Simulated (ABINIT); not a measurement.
## PbSe (Clausthalite): band structure with LDA-VWN

**Experimental background.**

A printed reference work, monograph reports, for a bulk crystal of PbSe at 4.2 K: band gap 0.15 eV (direct).

Crystal: PbSe (Clausthalite).

```
CELL_PARAMETERS angstrom
0.00000 3.06065 3.06065
3.06065 0.00000 3.06065
3.06065 3.06065 0.00000
ATOMIC_POSITIONS crystal
Pb 0.00000 0.00000 0.00000
Se 0.50000 0.50000 0.50000
```

```
Program             : ABINIT 10.8.3 (patched build)
Task                : band structure
Functional          : LDA-VWN
Potentials or basis : JTH PAW LDA v2.0
Cutoff              : 463 eV
k mesh              : 8 × 8 × 8
Occupations         : fermi-dirac, width 0.05 eV
Spin                : no spin polarisation
Fine-grid cutoff    : 925.187 eV
```

```json
{
 "Band gap on the k mesh": "0.18 eV, direct",
 "Valence electrons inside the program's atomic spheres": "Pb 11.32; Se 3.90"
}
```

Levels at the corners of the path, in eV from the valence-band top:
| point | band 8 | band 9 | band 10 | band 11 | band 12 | band 13 |
| --- | --- | --- | --- | --- | --- | --- |
| Γ | -1.84 | -1.84 | -1.84 | 4.63 | 4.63 | 4.63 |
| X | -4.98 | -3.21 | -3.21 | 3.68 | 5.53 | 5.53 |
| W | -4.22 | -4.22 | -0.75 | 1.80 | 4.90 | 4.90 |
| K | -4.57 | -2.70 | -2.40 | 3.33 | 3.96 | 5.37 |
| Γ | -1.84 | -1.84 | -1.84 | 4.63 | 4.63 | 4.63 |
| L | -1.40 | -1.40 | 0.00 | 0.18 | 1.62 | 1.62 |
| U | -4.57 | -2.70 | -2.40 | 3.33 | 3.96 | 5.37 |
| W | -4.22 | -4.22 | -0.75 | 1.80 | 4.90 | 4.90 |
| L | -1.40 | -1.40 | 0.00 | 0.18 | 1.62 | 1.62 |
| K | -4.57 | -2.70 | -2.40 | 3.33 | 3.96 | 5.37 |

Run time: 64 s on 1 thread of Arm Neoverse V2, on a shared host, peak memory 0.12 GiB.

Measured gap of PbSe: 0.15 eV (direct; 4.2 K; a printed reference work, monograph). This calculation gives 0.18 eV (+0.03 eV). 2 values of this kind are on record (0.15 to 0.28 eV); this one was drawn at random. Spin-orbit coupling on Pb, Se is left out. The value is that of LDA-VWN on a finite k mesh, which can miss the band edges, without temperature or zero-point motion.

Caveat: spin-orbit coupling is left out, which as a rule narrows the gap of such compounds by several tenths of an eV.
